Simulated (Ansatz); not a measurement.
# BN (F-43m) in Ansatz: further runs

Aim: see how the results for BN move with the level of theory and the settings. Levels: PBE, HSE06. Tasks: single point.

Everything below comes from runs of Ansatz 0.2.0. Logs are shortened: lines on timing, memory, paths and dates and some standing lists are left out, and cuts for length are marked.

**What was measured.**

A printed reference work, monograph reports, for a bulk crystal of BN at 300 K: band gap 6.4 eV (indirect).

The results are compared with them further down.

## 1. Starting point

The structure is cubic, space group F-43m (No. 216). The conventional cell has a = 3.626 Å, b = 3.626 Å, c = 3.626 Å, α = 90.00°, β = 90.00°, γ = 90.00°. N (site symmetry -43m) is surrounded by 4 B at 1.57 Å. B (site symmetry -43m) has 4 N at 1.57 Å as nearest neighbours.

The cell is a database's computed one.

## 2. Single point, PBE

Input file input.yaml:

```yaml
crystal:
  lattice:
    - [0.0, 1.813001, 1.813001]
    - [1.813001, 0.0, 1.813001]
    - [1.813001, 1.813001, 0.0]
  atoms:
    - { symbol: "N", position: [0.25, 0.25, 0.25] }
    - { symbol: B, position: [0.0, 0.0, 0.0] }
kpoints:
  mp_grid: { grid: [8, 8, 8] }
scf:
  occupations: { method: fermi_dirac, width: 0.05 }
hamiltonian:
  xc: pbe
  pseudopotentials: { kind: all_electron, datasets: crystal }
output:
  forces: true
  stress: true
  eigenvalues: true
  elf: true
  volumetric_format: npy
```

Potentials or basis: all-electron PAW datasets made for the crystal.

Started as:

```
$ ansatz run input.yaml --threads 1 --pin off --max-ram 3072MiB --backend cpu --events-out ev --progress --plain --runs-dir out
```

The program printed:

```text
Warning: RAYON_NUM_THREADS=1 ignored (pool sized by the plan → 1); use --threads N
hamiltonian.pseudopotentials.datasets: crystal makes datasets for this crystal and solves the spheres of its atoms anew in each pass: cutoff 520.0 eV, the density's 2600.0 eV; for an error of 0.50 meV an atom under PBE, 1.0 meV for the cell; an energy difference from a run of another recipe may be off by several times the error for the cell, under r2SCAN by more, where some 0.1 meV an atom stays at smaller errors; B in spheres of 0.709 Å, 3 of its electrons in bands, 2 on its site; N in spheres of 0.857 Å, 5 of its electrons in bands; only band paths and densities of states list, in semicore columns, the levels of the semicore shells that are solved separately: 1s of B
Engine: ansatz 0.2.0, x86_64-unknown-linux-gnu
Pseudopotentials: kind: all_electron
Pseudopotential: N, paw, valence charge 5, recommended cutoff 520 eV (normal), crystal/all_electron/pbe/scalar/gaussian/N, Koelling and Harmon's equation, gaussian nucleus
Pseudopotential: B, paw, valence charge 5, recommended cutoff 520 eV (normal), crystal/all_electron/pbe/scalar/gaussian/B, Koelling and Harmon's equation, gaussian nucleus
Functional definition: PBE
  parameter kappa = 0.804
  parameter beta = 0.06672455060314922
  exchange = pbe_x(kappa = kappa, mu = beta*pi^2/3)
  correlation = pbe_c(beta = beta)
Crystal: 2 atoms, lattice volume = 11.919 Å³
Basis set: ecut = 520 eV, 331 PW (Γ), exchange–correlation on 48×48×48 points (8 copies of the dense FFT grid, shifted against one another)
Bands: 8, of which v1, the nominal top of the filled ones, is band 4 counted from 1 (3 counted from 0)
Symmetry: 24 space group operations
Space group: F-43m (ITA 216), of the structure as read, at distance tolerance 2.3e-5 Å
k-points: 29 of 512 (time reversal used)
Non-local potential: N, projectors of the file, l = 0: 1, l = 1: 1
Non-local potential: B, projectors of the file, l = 0: 1, l = 1: 1
PAW form: soft (Blöchl's): semilocal exchange-correlation on the pseudo side does not see the compensation charge
PAW one-centre angular grid: N, 110 points (default); XC on its mesh's 1905 points in the sphere
PAW one-centre angular grid: B, 110 points (default); XC on its mesh's 1863 points in the sphere
Initial density: superposition of atomic densities (neutral atoms: chi_scale 0, normalization atom)
Initial wavefunctions: pseudopotential atomic-orbital guess
Functional: x = pbe(κ = 0.804, μ = 0.2195149727645171), c = pbe(β = 0.06672455060314922)
iter 1 solved again at ethr=3.72e-2 eV; its pass at ethr=1.00e-1 eV (dr2=2.97e0 eV) is discarded
SCF iter   1: F=—  HF=-2169.428573 eV  |F-HF|=—  |Δ(HF+E_count)|=         —  Δρ=1.75e-1  dr2=2.97e0  ethr=3.72e-2  ⟨swp⟩=2.0  Hψ=1332  notcnv=0
preconditioner: auto → none  [insulator: Δε(μ)=5.902 eV  Ē_g=20.459 eV  σ=0.050 eV  W_gap=1.00  n_scr=0 (ndim 8)  ℏωp=30.4 eV  f_vac=0.000  D(μ)=0.00/eV (n_scr^D=0)  ε∞_Penn≈3.2]
SCF iter   2: F=—  HF=-2168.722416 eV  |F-HF|=—  |Δ(HF+E_count)|=   7.06e-1  Δρ=6.72e-2  dr2=3.05e-1  ethr=3.71e-2  ⟨swp⟩=3.0  Hψ=509  notcnv=0
SCF iter   3: F=—  HF=-2168.684684 eV  |F-HF|=—  |Δ(HF+E_count)|=   3.77e-2  Δρ=2.36e-2  dr2=4.57e-2  ethr=3.82e-3  ⟨swp⟩=2.6  Hψ=491  notcnv=0
iter 4 solved again at ethr=5.06e-6 eV; its pass at ethr=5.71e-4 eV (dr2=4.05e-4 eV) is discarded
SCF iter   4: F=—  HF=-2168.690207 eV  |F-HF|=—  |Δ(HF+E_count)|=   5.52e-3  Δρ=2.19e-3  dr2=3.98e-4  ethr=5.06e-6  ⟨swp⟩=2.2  Hψ=1131  notcnv=0
SCF iter   5: F=—  HF=-2168.690402 eV  |F-HF|=—  |Δ(HF+E_count)|=   1.95e-4  Δρ=6.49e-4  dr2=1.79e-5  ethr=4.97e-6  ⟨swp⟩=2.1  Hψ=351  notcnv=0
SCF iter   6: F=—  HF=-2168.690471 eV  |F-HF|=—  |Δ(HF+E_count)|=   6.99e-5  Δρ=7.52e-5  dr2=3.60e-7  ethr=2.23e-7  ⟨swp⟩=3.0  Hψ=417  notcnv=0
SCF iter   7: F=-2168.690472 eV  HF=-2168.690472 eV  |F-HF|=5.80e-10  |Δ(HF+E_count)|=   4.90e-7  Δρ=2.29e-6  dr2=1.11e-10  ethr=4.49e-9  ⟨swp⟩=3.0  Hψ=447  notcnv=0
SCF 1 converged in 7 iterations: F = -2168.690470 eV  dr2 = 1.11e-10
  Residual-converged pass: ⟨swp⟩=3.0  Hψ=428  notcnv=0  max |occ|·‖R‖ = 5.1e-6 eV (tolerance 5.3e-6 eV)  dr2=1.12e-10  dr2_onsite=1.55e-9  max |Δocc| = 0.0e0
SCF converged after 7 iterations
Free energy (F): -2168.690470 eV
Harris-Foulkes:  -2168.690470 eV  (|F-HF|=5.80e-10)
Internal energy: -2168.690470 eV  (E = F + TS)
E sigma→0 (E₀):  -2168.690470 eV
Past the cutoff: the bands carry plane waves up to 1.75 times it, of which those up to 1.5 times it add -0.000115 eV an atom, each by itself; the spheres take 0.000104 eV an atom off the energy for waves past 1.75 times it
By the cutoff:   a pressure is off by up to 0.008 GPa (1.2 times the spheres' own share and the shells' term, over an atom's volume, and 0.004 GPa: a bound that held against runs at twice the plane waves)
Past the cutoffs: a stress includes 0.0047 GPa for waves and charges beyond them, in addition to the slope of what the spheres take
In the spheres:  the bands' charges fall short by 4.1e-7 e at most (sound up to 1e-3), those of shells solved beside the bands by 4.4e-9 e (sound up to 5e-4)
Fermi energy:    13.544759 eV
--- Per-component energies (eV) ---
  E_band       = 27.898824
  E_kinetic    = 179.947585
  E_local      = -274.898971  (includes V_loc(G=0)·N_el)
  E_nonlocal   = -5.283177
  E_hartree    = 108.437971
  E_xc         = -88.956869
  E_vxc        = -116.333855  (∫ρ·V_xc dr)
  E_paw        = -2662.089711  (= ΣΔE_a)
  E_vpaw       = -1081.365182  (= ΣTr[D̂ρ^β])
  E_ewald      = -534.803774
  E_smearing   = -0.000000  (= −TS)
  E_closure    = 1108.956475  (closes the sum)
  Σ components = -2168.690470   (vs F -2168.690470, Δ=0.00e0)
  The terms above E_closure are by the made datasets' own strengths, without shells solved beside the bands.
--- Forces (eV/Å), atoms counted from 1 ---
  atom   1  N     -0.00000000    -0.00000000     0.00000000
  atom   2  B      0.00000000     0.00000000     0.00000000
  max |Σ_I F_I| component: 2.78e-16 eV/Å
--- Stress (GPa, compression-positive) ---
       -0.405977      -0.000000      -0.000000
        0.000000      -0.405977       0.000000
       -0.000000       0.000000      -0.405977
  P = ⅓ Tr σ = -0.4060 GPa (-4.060 kbar)
  It holds what live shells' own plane waves past their cutoff add
--- Band table (eV; the first three rows and the last of 29) ---
  k-point 0: bands = ["-8.8092", "11.3158", "11.3158", "11.3158", "20.0995", "20.0995"]
  k-point 1: bands = ["-8.4335", "9.4522", "10.9394", "10.9394", "20.4417", "20.6646"]
  k-point 2: bands = ["-7.3431", "5.8746", "10.1984", "10.1984", "20.8719", "21.6069"]
  k-point 28: bands = ["-2.9794", "3.7701", "4.4200", "4.8743", "20.8787", "24.5237"]
```

Wall time 11 s (1 thread of Intel Xeon at 2.50GHz (Skylake/Cascade Lake), shared host); peak memory 0.37 GiB.

What came out:

| Quantity | Value |
| --- | --- |
| Free energy | -2168.6905 eV |
| Pressure | -0.4 GPa |
| Band gap on the k mesh | 4.46 eV, indirect (least direct gap 8.78 eV) |

Levels at points of the mesh, in eV from the valence-band top:
```csv
k point,band 1,band 2,band 3,band 4,band 5,band 6
"(0.00, 0.00, 0.00)",-20.13,0.00,0.00,0.00,8.78,8.78
"(0.00, 0.00, -0.50)",-15.95,-10.61,-1.92,-1.92,10.03,10.66
"(0.00, -0.50, -0.50)",-14.60,-8.86,-4.86,-4.86,4.46,9.18
```

## 3. Single point, HSE06

Changes to input.yaml since step 2:

```diff
@@ -13,3 +13,3 @@
 hamiltonian:
-  xc: pbe
+  xc: hse06
   pseudopotentials: { kind: all_electron, datasets: crystal }
@@ -18,4 +18 @@
   stress: true
-  eigenvalues: true
-  elf: true
-  volumetric_format: npy
```

Potentials or basis: all-electron PAW datasets made for the crystal.

Started as:

```
$ ansatz run input.yaml --threads 1 --pin off --max-ram 3072MiB --backend cpu --events-out ev --progress --plain --runs-dir out
```

It took 5.7 min on 1 thread of Intel Xeon at 2.50GHz (Skylake/Cascade Lake), shared host; peak memory 0.73 GiB.

The run converged. Its results:

- Free energy: -2168.8632 eV
- Pressure: -9.5 GPa
- Band gap on the k mesh: 5.77 eV, indirect (least direct gap 10.52 eV)

Levels at points of the mesh, in eV from the valence-band top:
```csv
k point,band 1,band 2,band 3,band 4,band 5
"(0.00, 0.00, 0.00)",-21.99,0.00,0.00,0.00,10.52
"(0.00, 0.00, -0.50)",-17.51,-11.53,-2.08,-2.08,11.73
"(0.00, -0.50, -0.50)",-16.04,-9.70,-5.26,-5.26,5.77
```

## 4. Comparison with measurements

Step 2. Measured gap of BN: 6.4 eV (indirect; 300 K; a printed reference work, monograph). This calculation gives 4.46 eV (-1.94 eV). The value is that of PBE on a finite k mesh, which can miss the band edges, without temperature or zero-point motion. Semilocal functionals fall short of measured gaps as a rule. The cell is a database's relaxed one, not the measured one, which moves gaps too.

Step 3. A measured gap of BN is 6.4 eV (indirect; 300 K; a printed reference work, monograph); the calculated 5.77 eV misses it by -0.63 eV. The value is that of HSE06 on a finite k mesh, which can miss the band edges, without temperature or zero-point motion. The cell is a database's relaxed one, not the measured one, which moves gaps too.
